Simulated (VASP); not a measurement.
The system is MoH6.

```
H Mo
1.0
     4.33730    0.00000    0.00000
    -2.16865    3.75621    0.00000
     0.00000    0.00000    4.16048
H Mo
6 1
Direct
  0.00000 0.00000 0.63204
  0.00000 0.00000 0.36796
  0.33333 0.66667 0.74855
  0.33333 0.66667 0.25145
  0.66667 0.33333 0.25145
  0.66667 0.33333 0.74855
  0.00000 0.00000 0.00000
```

The cell was built by a generator and needn't be a form met in nature.

- Program: VASP 6.6.1
- Task: relaxation of cell and atoms
- Functional: PBE
- Potentials or basis: VASP PAW PBE potentials, release 64 (H, Mo_sv)
- Cutoff: 520 eV
- k mesh: 4 × 4 × 4
- Occupations: gaussian, width 0.15 eV
- Spin: no spin polarisation

At the start: pressure -12.5 GPa; volume 9.68 Å³/atom.

Problem. Where does the relaxation end?

Solution. Over 19 steps the energy falls by 1181.9 meV/atom and the volume is 5.76 Å³/atom (-40.5 %); space group P6/mmm (No. 191, to 0.05 Å).

The path:
```csv
step,energy change (eV),largest force (eV/Å),pressure (GPa),volume (Å³)
1,0.0000,4.8423,-12.48,67.78
2,-2.9577,5.2829,-19.66,60.19
3,-2.9551,4.8144,-19.64,60.34
4,-5.5875,2.7383,-21.11,51.28
5,-2.7136,2.3231,147.14,26.49
6,-7.4353,1.4687,-15.34,43.80
7,-7.8929,0.4251,15.22,35.50
8,-8.0422,0.7248,-0.99,38.51
9,-8.0498,0.6708,2.65,37.87
10,-8.1268,0.5403,-0.28,38.54
11,-8.1668,0.4509,-2.45,39.34
12,-8.1705,0.4141,-3.93,39.64
13,-8.2200,0.3063,-0.21,39.14
14,-8.2322,0.2800,3.12,38.72
15,-8.2547,0.1444,1.88,39.25
16,-8.2658,0.0982,1.10,39.92
17,-8.2722,0.0914,-0.17,40.34
18,-8.2722,0.1003,-0.36,40.38
19,-8.2736,0.0485,-0.14,40.35
```

Final structure:
```xyz
7
Lattice="3.0499 0.0000 0.0000 -1.5250 2.6413 0.0000 0.0000 0.0000 5.0090" Properties=species:S:1:pos:R:3 pbc="T T T"
H     0.0000    0.0000    2.9653
H     0.0000    0.0000    2.0437
H     0.0000    1.7609    4.0736
H     0.0000    1.7609    0.9354
H     1.5250    0.8804    0.9354
H     1.5250    0.8804    4.0736
Mo   -1.5250    2.6413    0.0000
```

Caveat: the k mesh is coarse (spacing up to 0.42 Å⁻¹), so the values aren't converged; the volume moved by over 15 % at a fixed basis, so the end points are rough; the relaxation stopped at a loose force limit of 0.08 eV/Å, so its end isn't a converged minimum.
